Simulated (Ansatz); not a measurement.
# Thickness series of a Y/MoTe2/Lu junction, part 4 of 4

How fast does the current through Y/MoTe2/Lu fall with each added layer? The lower electrode is Y hcp(0001), the upper one Lu hcp(0001); the barrier is MoTe2 2H layers (two layers in the relaxed core). In the first transport cell, after relaxation, the nearest pair of electrode and barrier is Y–Te at 3.10 Å, along the normal, at the lower face and Lu–Te at 3.06 Å, along the normal, at the upper one. All share a net of side 3.66 Å, which strains the lower electrode by +0.0 %, the upper one by +4.0 % and the barrier by +4.0 %, against typed lattice constants near PBE's. The first steps treat the bulk electrodes alone.

Ansatz 0.2.0; PBE+D3(BJ) DFT, plane waves, PAW files (the session's first sound run).

So far, transmission at the Fermi level (a spin, zone mean): step 5 (T(E) of the junction) 0.0748; step 6 (conductance on a fine mesh, 28 atoms) 0.100.

**7. Conductance, atomic planes in the barrier 12, gap between the electrodes 29.8 Å**

Level of this step: PBE DFT, plane waves, PAW files; ballistic transmission by layer matching between semi-infinite leads (Ansatz).

System of this step: Y/MoTe2/Lu. The cell holds 34 atoms: 11 Y, 8 Te, 4 Mo and 11 Lu. Cell: a = 3.660 Å, b = 3.660 Å, c = 97.989 Å, α = 90.0°, β = 90.0°, γ = 120.0°. Regions: left electrode, 11 atoms (11 Y); barrier, 12 atoms (8 Te and 4 Mo); right electrode, 11 atoms (11 Lu). Vacuum lies along c.

Barrier layers are added or taken out in the middle, and the relaxed faces stay.

Contents of input.yaml:

```yaml
crystal:
  lattice:
    - [3.66, 0.0, 0.0]
    - [-1.83, 3.1696529779, 0.0]
    - [0.0, 0.0, 97.9894220622]
  atoms:
    - { symbol: "Y", position: [0.33333333, 0.66666667, 0.0714362821] }
    - { symbol: "Y", position: [0.0, 0.0, 0.0998648882] }
    - { symbol: "Y", position: [0.33333333, 0.66666667, 0.1282934942] }
    - { symbol: "Y", position: [0.0, 0.0, 0.1567221002] }
    - { symbol: "Y", position: [0.33333333, 0.66666667, 0.1851507062] }
    - { symbol: "Y", position: [0.0, 0.0, 0.2135793123] }
    - { symbol: "Y", position: [0.33333333, 0.66666667, 0.2420079183] }
    - { symbol: "Y", position: [0.0, 0.0, 0.2704365243] }
    - { symbol: "Y", position: [0.33333333, 0.66666667, 0.2988651304] }
    - { symbol: "Y", position: [0.0, 0.0, 0.3272937364] }
    - { symbol: "Y", position: [0.33333333, 0.66666667, 0.3556897347] }
    - { symbol: Te, position: [0.33333333, 0.66666667, 0.3873225981] }
    - { symbol: Mo, position: [0.0, 0.0, 0.405312001] }
    - { symbol: Te, position: [0.33333333, 0.66666667, 0.4232011022] }
    - { symbol: Te, position: [0.0, 0.0, 0.455767501] }
    - { symbol: Mo, position: [0.33333333, 0.66666667, 0.4736773718] }
    - { symbol: Te, position: [0.0, 0.0, 0.4916114471] }
    - { symbol: Te, position: [0.33333333, 0.66666667, 0.5242124039] }
    - { symbol: Mo, position: [0.0, 0.0, 0.5422018068] }
    - { symbol: Te, position: [0.33333333, 0.66666667, 0.560090908] }
    - { symbol: Te, position: [0.0, 0.0, 0.5926573068] }
    - { symbol: Mo, position: [0.33333333, 0.66666667, 0.6105671776] }
    - { symbol: Te, position: [0.0, 0.0, 0.628501253] }
    - { symbol: Lu, position: [0.0, 0.0, 0.6597724784] }
    - { symbol: Lu, position: [0.66666667, 0.33333333, 0.6865021662] }
    - { symbol: Lu, position: [0.0, 0.0, 0.7133978942] }
    - { symbol: Lu, position: [0.66666667, 0.33333333, 0.7402936221] }
    - { symbol: Lu, position: [0.0, 0.0, 0.7671893501] }
    - { symbol: Lu, position: [0.66666667, 0.33333333, 0.7940850781] }
    - { symbol: Lu, position: [0.0, 0.0, 0.820980806] }
    - { symbol: Lu, position: [0.66666667, 0.33333333, 0.847876534] }
    - { symbol: Lu, position: [0.0, 0.0, 0.8747722619] }
    - { symbol: Lu, position: [0.66666667, 0.33333333, 0.9016679899] }
    - { symbol: Lu, position: [0.0, 0.0, 0.9285637179] }
kpoints:
  mp_grid: { grid: [8, 8, 1] }
scf:
  occupations: { method: fermi_dirac, width: 0.1 }
  max_iter: 150
hamiltonian:
  xc: pbe
output:
  transmission:
    kmesh: [24, 24]
    e_range: [-0.26, 0.27]
    de: 0.0375
    leads: [[4, 6], [28, 30]]
```

Launch:

```bash
$ ansatz run input.yaml --threads 4 --pin off --max-ram 12288MiB --backend cpu --events-out ev --progress --plain --runs-dir out
```

Numbers of over 12 decimals in the logs are rounded to 6 here.

The log of the run:

```text
[...]
Crystal: 34 atoms, lattice volume = 1136.768 Å³
Basis set: ecut = 420 eV, 22011 PW (Γ)
Bands: 348, of which v1, the nominal top of the filled ones, is band 290 counted from 1 (289 counted from 0)
Symmetry: 6 space group operations
[...]
k-points: 10 of 64 (time reversal used)
[...]
SCF iter   1: F=—  HF=-280057.978754 eV  |F-HF|=—  |Δ(HF+E_count)|=         —  Δρ=1.36e-2  dr2=1.57e3  ethr=1.77e-3  ⟨swp⟩=8.9  Hψ=15962  notcnv=0
[...]
SCF iter  16: F=-280056.930333 eV  HF=-280056.930333 eV  |F-HF|=2.05e-8  |Δ(HF+E_count)|=   7.45e-9  Δρ=4.36e-7  dr2=2.35e-8  ethr=1.72e-11  ⟨swp⟩=4.0  Hψ=12829  notcnv=0
SCF 1 converged in 16 iterations: F = -280056.930333 eV  dr2 = 2.35e-8
[...]
transmission: 582 of 5734 steps passed
transmission: 1147 of 5734 steps passed
[...]
transmission: 5734 of 5734 steps passed
SCF converged after 16 iterations
Free energy (F): -280056.930333 eV
[...]
Internal energy: -280055.463514 eV  (E = F + TS)
E sigma→0 (E₀):  -280056.196923 eV
Entropy (-TS):   -1.466819 eV (-43.142 meV/atom)
Fermi energy:    9.877141 eV
[...]
--- Band table (eV; the first three rows and the last of 10) ---
  k-point 0: bands = [... 286 lower, 10.9092, 10.9716, 10.9843, 11.0799, 11.1434, 11.3498, 11.3811, 11.3811, ... 54 higher]
  k-point 1: bands = [... 286 lower, 10.5415, 10.5993, 10.6393, 10.6576, 10.7345, 10.7766, 10.9177, 10.9767, ... 54 higher]
  k-point 2: bands = [... 286 lower, 9.9436, 10.0166, 10.0479, 10.0609, 10.2152, 10.2223, 10.2319, 10.2851, ... 54 higher]
  k-point 9: bands = [... 286 lower, 9.4280, 9.4461, 9.5317, 9.5705, 9.6016, 9.6492, 9.6910, 9.7550, ... 54 higher]
--- Transmission ---
  basis      : 109 plane waves across, 94 finite elements along
  points     : 61, standing for a mesh of 24 x 24
[...]
filled         : 4.7 meV under the level at which it is neutral
    channels       : 1.479167e0 a spin
[...]
slowest decay  : 0.0175 /Å at (0.2083, 0.0000)
[...]
filled         : 6.5 meV under the level at which it is neutral
    channels       : 1.479167e0 a spin
[...]
slowest decay  : 0.0623 /Å at (0.2083, 0.0417)
  junction   : crystal 0 to crystal 1, 25.81 to 75.80 Å
    transmission   : 3.873169e-4 a spin
[...]
resistance     : 3.8379e0 Ω µm² beyond half of each lead's own
```

Elapsed: 19 min, on 4 threads of Arm Neoverse V1, shared host; peak memory 7.5 GiB.

This step gave:

| Item | Value |
| --- | --- |
| free energy | -280056.9303 eV |
| Fermi energy | 9.877 eV |
| transmission at the Fermi level (a spin, zone mean) | 3.87e-4 |
| potential step in the lower lead | 13.8 meV |
| potential step in the upper lead | 5.4 meV |
| junction conductance | 2.60e11 S/m² |
| error estimates by source, in the log's order | 3.7, 3.9, 18.9, 20.6, 2.8 % |
| resistance-area product beyond the leads | 3.838 Ω um² |

One spin. Transmission, zone mean against energy, zero at the Fermi level:

```csv
energy (eV),"transmission, zone mean"
-0.260,8.4e-5
-0.223,1.0e-4
-0.185,1.4e-4
-0.147,1.9e-4
-0.110,2.2e-4
-0.072,2.7e-4
-0.035,3.3e-4
0.003,3.9e-4
0.040,4.7e-4
0.077,5.0e-4
0.115,5.4e-4
0.152,7.4e-4
0.190,0.00116
0.228,5.9e-4
0.265,8.2e-4
```

One spin. Open channels, zone mean against energy, zero at the Fermi level:

```csv
energy (eV),lower lead,upper lead
-0.260,1.12,1.28
-0.223,1.15,1.39
-0.185,1.30,1.40
-0.147,1.29,1.40
-0.110,1.35,1.39
-0.072,1.36,1.45
-0.035,1.45,1.49
0.003,1.48,1.48
0.040,1.51,1.51
0.077,1.53,1.49
0.115,1.59,1.54
0.152,1.59,1.53
0.190,1.47,1.17
0.228,1.21,0.615
0.265,0.896,0.635
```

Transmission over k1 and k2. At 0.0025 eV from the Fermi level; zeros and values more than six decades under the largest are shown at that floor.

log10 of the mean of each cell; the least values stand at a floor. Values, 12 rows by 16 columns:
```
-5.8 -5.4 -4.1 -3.3 -3.7 -3.5 -3.5 -4.3 -5.5 -5.9 -6.1 -4.6 -3.4 -3.6 -5.6 -6.4
-4.1 -4.0 -3.9 -3.3 -2.9 -3.0 -2.9 -3.2 -3.9 -4.0 -4.0 -4.4 -4.6 -8.6 -4.9 -4.5
-3.7 -3.3 -3.1 -2.7 -2.9 -2.9 -2.9 -2.9 -2.8 -2.9 -3.2 -3.6 -3.4 -3.6 -3.9 -3.3
-3.7 -3.6 -3.1 -2.7 -8.6 -8.6 -8.6 -8.6 -8.6 -3.0 -2.8 -3.3 -3.6 -3.7 -5.5 -4.6
-4.4 -3.5 -3.0 -2.7 -8.6 -8.6 -8.6 -8.6 -8.6 -8.6 -3.5 -2.8 -3.0 -3.5 -5.0 -6.3
-5.9 -5.0 -3.7 -2.8 -3.8 -8.6 -8.6 -8.6 -8.6 -8.6 -8.6 -8.6 -2.9 -3.2 -4.7 -5.7
-6.0 -5.8 -4.2 -3.3 -2.8 -3.3 -8.6 -8.6 -8.6 -8.6 -8.6 -8.6 -3.1 -2.8 -3.6 -4.3
-4.4 -6.1 -4.2 -3.4 -3.1 -2.8 -3.2 -8.6 -8.6 -8.6 -8.6 -8.6 -3.2 -2.8 -3.2 -3.4
-3.7 -3.9 -4.6 -3.5 -4.1 -3.5 -2.8 -2.9 -3.8 -8.6 -8.6 -8.6 -3.0 -2.7 -3.2 -3.9
-3.6 -3.4 -8.6 -3.6 -3.6 -3.6 -3.4 -3.4 -2.9 -2.7 -2.8 -2.7 -2.8 -3.1 -3.4 -3.4
-5.3 -5.6 -4.8 -3.6 -4.6 -5.6 -5.1 -4.9 -4.5 -3.6 -3.2 -3.4 -3.2 -3.5 -4.7 -4.9
-6.1 -6.1 -4.5 -3.5 -3.6 -4.0 -5.4 -6.1 -5.9 -5.1 -3.8 -3.7 -3.8 -3.6 -4.9 -5.8
```
Columns: k1 (b1) from -0.5 to 0.458; rows upwards: k2 (b2) from -0.5 to 0.458.

G = 2.6e11 S/m² (1/G = 3.84 Ω µm²), 0.0040 times the step before of this kind. The largest error estimate is 21 %, from the leads' potential steps. In the worse lead the potential repeats within 14 meV, which the program lets pass, though it still puts 21 % of error on the junction's conductance through them.

**8. Fit against thickness**

This step: Fit of the logarithm of the conductance against the barrier's thickness, from PBE DFT, plane waves, PAW files (Ansatz 0.2.0).

No new run: the transmissions are set side by side. Too few thicknesses, or no steady fall, allow no fit.

**9. The same cell, other settings**

This step: PBE DFT, plane waves, PAW files; ballistic transmission by layer matching between semi-infinite leads; changed: scf.convergence.dr2_threshold = -1e-06 (Ansatz 0.2.0).

System of this step: Y/MoTe2/Lu. The cell holds 28 atoms: 11 Y, 4 Te, 2 Mo and 11 Lu. Its edges and angles: a = 3.660 Å, b = 3.660 Å, c = 84.576 Å, α = 90.0°, β = 90.0°, γ = 120.0°. Regions: left electrode, 11 atoms (11 Y); barrier, 6 atoms (4 Te and 2 Mo); right electrode, 11 atoms (11 Lu). Vacuum lies along c.

The setting was drawn as a possible misstep, on purpose. Where the input is shown as a difference, that is against the step before, not the twin.

Contents of input.yaml:

```yaml
crystal:
  lattice:
    - [3.66, 0.0, 0.0]
    - [-1.83, 3.1696529779, 0.0]
    - [0.0, 0.0, 84.5756691048]
  atoms:
    - { symbol: "Y", position: [0.33333333, 0.66666667, 0.0827661203] }
    - { symbol: "Y", position: [0.0, 0.0, 0.1157035206] }
    - { symbol: "Y", position: [0.33333333, 0.66666667, 0.148640921] }
    - { symbol: "Y", position: [0.0, 0.0, 0.1815783214] }
    - { symbol: "Y", position: [0.33333333, 0.66666667, 0.2145157217] }
    - { symbol: "Y", position: [0.0, 0.0, 0.2474531221] }
    - { symbol: "Y", position: [0.33333333, 0.66666667, 0.2803905225] }
    - { symbol: "Y", position: [0.0, 0.0, 0.3133279228] }
    - { symbol: "Y", position: [0.33333333, 0.66666667, 0.3462653232] }
    - { symbol: "Y", position: [0.0, 0.0, 0.3792027236] }
    - { symbol: "Y", position: [0.33333333, 0.66666667, 0.4121023447] }
    - { symbol: Te, position: [0.33333333, 0.66666667, 0.4487521995] }
    - { symbol: Mo, position: [0.0, 0.0, 0.4695947327] }
    - { symbol: Te, position: [0.33333333, 0.66666667, 0.4903210564] }
    - { symbol: Te, position: [0.0, 0.0, 0.528052506] }
    - { symbol: Mo, position: [0.33333333, 0.66666667, 0.5488028933] }
    - { symbol: Te, position: [0.0, 0.0, 0.569581324] }
    - { symbol: Lu, position: [0.0, 0.0, 0.605812185] }
    - { symbol: Lu, position: [0.66666667, 0.33333333, 0.6367812176] }
    - { symbol: Lu, position: [0.0, 0.0, 0.6679426245] }
    - { symbol: Lu, position: [0.66666667, 0.33333333, 0.6991040314] }
    - { symbol: Lu, position: [0.0, 0.0, 0.7302654383] }
    - { symbol: Lu, position: [0.66666667, 0.33333333, 0.7614268452] }
    - { symbol: Lu, position: [0.0, 0.0, 0.7925882521] }
    - { symbol: Lu, position: [0.66666667, 0.33333333, 0.823749659] }
    - { symbol: Lu, position: [0.0, 0.0, 0.8549110659] }
    - { symbol: Lu, position: [0.66666667, 0.33333333, 0.8860724728] }
    - { symbol: Lu, position: [0.0, 0.0, 0.9172338797] }
kpoints:
  mp_grid: { grid: [8, 8, 1] }
scf:
  occupations: { method: fermi_dirac, width: 0.1 }
  max_iter: 150
  convergence: { dr2_threshold: -1.0e-06 }
hamiltonian:
  xc: pbe
output:
  transmission:
    kmesh: [12, 12]
    e_range: [-2.5, 2.5]
    de: 0.1
    leads: [[4, 6], [22, 24]]
  dos: { projected: true, e_range: [-6, 5], de: 0.05 }
  write_potential: true
  write_density: true
  volumetric_format: npy
```

The log of the run:

```text
Error: invalid value for `scf.convergence.dr2_threshold`: must be finite and > 0; got -0.000001 eV
```

Wall time 0.03 s (4 threads); peak memory 0.031 GiB.

The program refused the input before any cycle.

The program's message: “Error: invalid value for `scf.convergence.dr2_threshold`: must be finite and > 0; got -0.000001 eV”

The change that led to it: scf.convergence.dr2_threshold = -1e-06.

**10. A check of the settings: hamiltonian.dispersion = "d3bj"**

This step: PBE DFT, plane waves, PAW files; ballistic transmission by layer matching between semi-infinite leads; changed: hamiltonian.dispersion = "d3bj" (Ansatz 0.2.0).

This run repeats an earlier one, its twin (the conductance run, 6 atomic planes between the electrodes), with one setting changed (hamiltonian.dispersion; files written aside). It is meant to test that a pairwise dispersion term, which adds to the energy and not to the potential, leaves the transmission of fixed atoms as it is. Where the input is shown as a difference, that is against the step before, not the twin.

Edit input.yaml of step 9 so:

```diff
@@ -39,14 +39,10 @@
   max_iter: 150
-  convergence: { dr2_threshold: -1.0e-06 }
 hamiltonian:
   xc: pbe
+  dispersion: d3bj
 output:
   transmission:
-    kmesh: [12, 12]
-    e_range: [-2.5, 2.5]
-    de: 0.1
+    kmesh: [24, 24]
+    e_range: [-0.26, 0.27]
+    de: 0.0375
     leads: [[4, 6], [22, 24]]
-  dos: { projected: true, e_range: [-6, 5], de: 0.05 }
-  write_potential: true
-  write_density: true
-  volumetric_format: npy
```

The log of the run:

```text
[...]
Crystal: 28 atoms, lattice volume = 981.156 Å³
Basis set: ecut = 420 eV, 18991 PW (Γ)
Bands: 293, of which v1, the nominal top of the filled ones, is band 244 counted from 1 (243 counted from 0)
Symmetry: 6 space group operations
[...]
k-points: 10 of 64 (time reversal used)
[...]
SCF iter   1: F=—  HF=-242234.800176 eV  |F-HF|=—  |Δ(HF+E_count)|=         —  Δρ=1.43e-2  dr2=1.18e3  ethr=1.77e-3  ⟨swp⟩=8.3  Hψ=13294  notcnv=0
[...]
SCF iter  14: F=-242233.855367 eV  HF=-242233.855367 eV  |F-HF|=7.31e-8  |Δ(HF+E_count)|=   1.14e-8  Δρ=7.39e-7  dr2=6.44e-8  ethr=2.05e-11  ⟨swp⟩=5.3  Hψ=10151  notcnv=0
SCF 1 converged in 14 iterations: F = -242233.855367 eV  dr2 = 6.44e-8
[...]
transmission: 492 of 4819 steps passed
transmission: 966 of 4819 steps passed
[...]
transmission: 4819 of 4819 steps passed
SCF converged after 14 iterations
Free energy (F): -242233.855367 eV
[...]
Internal energy: -242232.411107 eV  (E = F + TS)
E sigma→0 (E₀):  -242233.133237 eV
Entropy (-TS):   -1.444260 eV (-51.581 meV/atom)
Fermi energy:    9.488628 eV
[...]
--- Band table (eV; the first three rows and the last of 10) ---
  k-point 0: bands = [... 240 lower, 10.5207, 10.5831, 10.5958, 10.6915, 10.7549, 10.9613, 10.9926, 10.9926, ... 45 higher]
  k-point 1: bands = [... 240 lower, 10.1524, 10.2103, 10.2496, 10.2691, 10.3441, 10.3873, 10.5285, 10.5879, ... 45 higher]
  k-point 2: bands = [... 240 lower, 9.5602, 9.6274, 9.6494, 9.6824, 9.8231, 9.8369, 9.8444, 9.8967, ... 45 higher]
  k-point 9: bands = [... 240 lower, 9.0395, 9.0576, 9.1431, 9.1820, 9.2129, 9.2606, 9.3024, 9.3664, ... 45 higher]
--- Transmission ---
  basis      : 109 plane waves across, 79 finite elements along
  points     : 61, standing for a mesh of 24 x 24
[...]
filled         : 4.6 meV under the level at which it is neutral
    channels       : 1.479167e0 a spin
[...]
slowest decay  : 0.0177 /Å at (0.2083, 0.0000)
[...]
filled         : 6.6 meV under the level at which it is neutral
    channels       : 1.479167e0 a spin
[...]
slowest decay  : 0.0623 /Å at (0.2083, 0.0417)
  junction   : crystal 0 to crystal 1, 21.62 to 61.14 Å
    transmission   : 1.001994e-1 a spin
[...]
resistance     : 1.4267e-2 Ω µm² beyond half of each lead's own
```

Run time: 11 min. Hardware: 4 threads; peak memory 6 GiB.

This step gave:

```
free energy                                         : -242233.8554 eV
Fermi energy                                        : 9.489 eV
transmission at the Fermi level (a spin, zone mean) : 0.1002
potential step in the lower lead                    : 10 meV
potential step in the upper lead                    : 9.7 meV
junction conductance                                : 6.55e13 S/m²
error estimates by source, in the log's order       : 1.6, 5.6, 17, 18, 1.7 %
resistance-area product beyond the leads            : 0.01427 Ω um²
```

One spin. The transmission, zone mean by energy, zero at the Fermi level:

```csv
energy (eV),"transmission, zone mean"
-0.260,0.0421
-0.223,0.0442
-0.185,0.0537
-0.147,0.0651
-0.110,0.0664
-0.072,0.0751
-0.035,0.0879
0.003,0.100
0.040,0.111
0.077,0.112
0.115,0.111
0.152,0.127
0.190,0.151
0.228,0.0596
0.265,0.0519
```

One spin. The open channels, zone mean by energy, zero at the Fermi level:

```csv
energy (eV),lower lead,upper lead
-0.260,1.12,1.28
-0.223,1.15,1.39
-0.185,1.30,1.40
-0.147,1.29,1.40
-0.110,1.35,1.39
-0.072,1.36,1.45
-0.035,1.45,1.49
0.003,1.48,1.48
0.040,1.51,1.51
0.077,1.53,1.49
0.115,1.59,1.54
0.152,1.57,1.53
0.190,1.47,1.17
0.228,1.21,0.615
0.265,0.896,0.635
```

Transmission over k1 and k2. At 0.0025 eV from the Fermi level.

Ten even steps from '0' (0.000) to '9' (0.623):
```
000012002100000001661000
000012101210000000191000
000002211220000000000000
111012433342101111100011
222228676676822222690096
001246200000264210061016
200137000000007310021001
121136000000000631121000
012236000000000063221000
001247000000000007421000
000026000000000000620000
000018200000000000281000
000002600000000000062000
000012470000000000074210
000012236000000000063221
100012113600000000063112
210012001370000000073100
061016001246200000264210
269009622222867667682222
111000111110124333421011
000000000000002211220000
000019100000001210121000
000016610000000120021000
000012021000000012021000
```
Columns: k1 (b1) from -0.5 to 0.458; rows upwards: k2 (b2) from -0.5 to 0.458.

The conductance is 6.5e13 S/m² against 6.5e13 S/m² in the twin: no change within 1 %.

**11. Summary of results**

* 1/G at 16.4 Å gap: 0.0153 Ω um²
* 1/G at 29.8 Å gap: 3.84 Ω um²

In words: Two thicknesses are at hand, so there is no fit; between them it falls as exp(−βd) with β = 0.41 Å⁻¹. At the Fermi level the layers of the barrier in the wide-window run (6 planes) hold from 0.076 to 0.87 states an eV and atom: none is empty there, through tails of the electrodes' states or through bands of its own. The program's largest error estimate on these conductances is 21 %, from the leads' potential steps, in the run that gave 2.6e11 S/m². No spin-orbit coupling, phonons, disorder or image charges enter; the interfaces are ordered, one cell wide and lattice-matched by strain. Semilocal gaps are too small, which can bring a band edge of the barrier nearer to the Fermi level than it is.

[Logs are printed without paths, hosts, clocks, repeated set-up lines and the standing remarks that a program may print on its own settings, such as how far it seeks lower states.]

[Hosts, paths, dates, database ids (printed as entryN), source tags and the programs' standing remarks are cut or masked in the printed files.]
